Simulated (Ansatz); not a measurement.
**Bands of NbN**

```xyz
2
Lattice="0.0000 2.1945 2.1945 2.1945 0.0000 2.1945 2.1945 2.1945 0.0000" Properties=species:S:1:pos:R:3 pbc="T T T"
Nb    2.1945    2.1945    2.1945
N     0.0000    0.0000    0.0000
```

Atom numbers follow the list: Nb1, N2.

Conventional cell: a = 4.389 Å, b = 4.389 Å, c = 4.389 Å, α = 90.00°, β = 90.00°, γ = 90.00°. Around Nb (atom 1) lie 6 N at 2.19 Å. N (atom 2) has 6 Nb at 2.19 Å as nearest neighbours.

The geometry is COD entry 1538667, unchecked; take it as a test cell.

Method: DFT, PBE, all-electron LAPW, Dirac equation with spin-orbit coupling in Ansatz 0.2.0.

Sampling and basis: a Γ-centred 14×14×14 k mesh, Fermi–Dirac smearing of 0.08 eV, basis error target 1 meV/atom, no spin polarisation.

Points in fractions of the reciprocal vectors of this cell: Γ (0, 0, 0), X (0.5, 0, 0.5), U (0.625, 0.25, 0.625), K (0.375, 0.375, 0.75), L (0.5, 0.5, 0.5), W (0.5, 0.25, 0.75). The path joins them by straight lines in the order Γ–X–U–K–Γ–L–W–X; legs that retrace an earlier one aren't tabulated. Energies are in eV from the Fermi level.

(1) Is there a gap?

(2) List the levels between -8 and 6 eV at the symmetry points.

Answers

(1) none: bands cross the Fermi level, a metal.

(2) 
Γ: -3.39 (×2), -3.31 (×4), -2.04 (×4), -1.94 (×2), -0.12 (×4), 3.28 (×2)
X: -5.74 (×2), -5.06 (×2), -4.05 (×2), -3.93 (×2), 1.63 (×2), 2.77 (×2), 2.89 (×2), 4.11 (×2)
U: -6.82 (×2), -5.98 (×2), -5.63 (×2), -1.90 (×2), 2.02 (×2), 2.20 (×2), 4.14 (×2), 4.47 (×2)
K: -6.82 (×2), -5.98 (×2), -5.63 (×2), -1.90 (×2), 2.02 (×2), 2.20 (×2), 4.14 (×2), 4.47 (×2)
L: -7.09 (×2), -7.07 (×2), 1.49 (×2), 1.52 (×2), 2.03 (×2), 4.54 (×2)
W: -6.69 (×2), -6.10 (×2), -5.93 (×2), -0.11 (×2), -0.07 (×2), 2.83 (×2), 3.51 (×2), 4.62 (×2)
